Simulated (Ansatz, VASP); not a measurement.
## Two plane-wave programs on Ag

```xyz
1
Lattice="2.8465 0.0000 0.0000 -1.4232 2.4651 0.0000 0.0000 0.0000 2.7685" Properties=species:S:1:pos:R:3 pbc="T T T"
Ag    0.0000    0.0000    0.0000
```

Alike in both runs: functional PBE; k mesh 15 × 15 × 14; occupations fermi-dirac, width 0.08 eV; no spin polarisation.

Ansatz relaxed the structure, and its values are those at the end. VASP's run is a single point on that final structure, the one shown.

```csv
,VASP,Ansatz
version,VASP 6.6.1,Ansatz 0.2.0
potentials or method,"VASP PAW PBE potentials, release 64 (Ag)","PAW with Ansatz's default frozen-core files, scalar-relativistic"
plane-wave cutoff (eV),520,420
valence electrons in the cell,11,19
```

Ansatz gave:

```
pressure (GPa) : 0.0
```

Problem. What did VASP give for the same quantities?

Solution. Pressure (GPa): -0.1.

With one functional, cell and mesh, what is left measures potentials, basis and numerics. The two sets of potentials don't hold the same shells in valence.
